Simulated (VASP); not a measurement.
A run of VASP 6.6.1 is set up as follows.

File INCAR:

```
SYSTEM = Be16H
PREC     = Accurate       ! precision mode
ENCUT    = 520            ! plane-wave cutoff, eV
EDIFF    = 1E-6           ! SCF threshold, eV
ISMEAR   = -1             ! smearing method
SIGMA    = 0.05           ! smearing width, eV
LREAL    = Auto         
LASPH    = .True.         ! aspherical terms in the spheres
NELM     = 60             ! most SCF steps
ALGO     = Normal         ! electronic algorithm
ISIF     = 2              ! what is computed and relaxed
LWAVE    = .False.        ! write WAVECAR
LCHARG   = .True.         ! write CHGCAR
GGA      = PE             ! functional
LELF     = .True.         ! ELF
LVHAR    = .True.       
NBANDS   = 30             ! bands
```

KPOINTS

```
regular mesh
0
Gamma
  4 4 3
  0 0 0
```

POSCAR

```
Be16H
1.0
   -2.2900000000     -3.9663960000      0.0000000000
    3.4350000000     -1.9831980000      0.0000000000
    0.0000000000      0.0000000000      7.1768600000
Be H
16 1
Direct
    0.7501954651      0.4950240510     -0.0027619321
    0.4909888766      0.3383104883      0.2462287128
    0.7501097336      0.5082108559      0.5042241314
    0.4984362313      0.3350666579      0.7502276762
    0.4983873694     -0.0010884786      0.0002864763
    0.2502293122      0.8293490902      0.2489686297
    0.4910837788     -0.0040352683      0.5041352346
    0.2501826831      0.8300146563      0.7529486433
    0.2501773216      0.5042591169     -0.0026805595
    0.0094587662      0.3385460188      0.2461832891
    0.2502442959      0.5047998363      0.5014996809
    0.0019361501      0.3349914945      0.7502184799
    0.0020051200     -0.0010085226      0.0003008279
    0.7501374599      0.8256663124      0.2462654977
    0.0093619149     -0.0043092328      0.5041685361
    0.7501978442      0.8389985628      0.7531969413
    0.7507294561      0.1670880508      0.3751118177
```

Potentials or basis: VASP PAW PBE potentials, release 64 (Be, H).

Command:

```bash
$ cat potpaw_PBE.64/Be/POTCAR potpaw_PBE.64/H/POTCAR > POTCAR
$ mpirun -np 1 vasp_std > vasp.out
```

Q: Estimate the band gap on the k mesh.

A: None (metal or under the smearing width).

Q: Estimate the pressure.

A: -0.1 GPa.

Q: Predict the largest force.

A: 0.009 eV/Å.

Forces in eV/Å, atoms in the order of the input:
```
Be   0.005 -0.003 -0.002
Be  -0.001 -0.001  0.002
Be   0.006 -0.006  0.003
Be  -0.001  0.002 -0.005
Be   0.004 -0.003  0.000
Be  -0.004  0.001 -0.004
Be  -0.002  0.002  0.000
Be  -0.002  0.000  0.005
Be  -0.002  0.000  0.004
Be  -0.002  0.005  0.005
Be   0.002 -0.002  0.001
Be  -0.001 -0.001 -0.006
Be   0.003 -0.001  0.000
Be  -0.003  0.001 -0.005
Be   0.002  0.001 -0.002
Be  -0.005  0.003  0.002
H    0.001  0.003  0.003
```

Caveat: the k mesh is coarse (spacing up to 0.40 Å⁻¹), so the values aren't converged.
